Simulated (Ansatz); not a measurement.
Here is an Ansatz 0.2.0 calculation.

input.yaml

```yaml
crystal:
  lattice:
    - [3.2093, 0.0, 0.0]
    - [-1.60465, 2.7793353284, 0.0]
    - [0.0, 0.0, 5.2103]
  atoms:
    - { symbol: Mg, position: [0.6666666667, 0.3333333333, 0.75] }
    - { symbol: Mg, position: [0.3333333333, 0.6666666667, 0.25] }
hamiltonian:
  xc: pbe
  pseudopotentials: { kind: paw }
kpoints:
  mp_grid: { grid: [10, 10, 5] }
scf:
  occupations: { method: fermi_dirac, width: 0.05 }
output:
  forces: true
  stress: true
relax:
  f_tol: 0.01
  max_steps: 40
  cell: { stress_tol: 0.05 }
```

Potentials or basis: Ansatz PAW.

The run is started by

```console
$ ansatz run input.yaml --threads 2 --pin off --max-ram 5632MiB --backend cpu --events-out ev --progress --plain --runs-dir out
```

Q: What does it give for the relaxed volume?

A: 23.02 Å³/atom.

Q: Estimate the space group after relaxing (to 0.05 Å).

A: P6_3/mmc (No. 194).

Final structure:
```xyz
2
Lattice="3.1681 0.0000 0.0000 -1.5841 2.7437 0.0000 0.0000 0.0000 5.2977" Properties=species:S:1:pos:R:3 pbc="T T T"
Mg    1.5841    0.9146    3.9733
Mg    0.0000    1.8291    1.3244
```
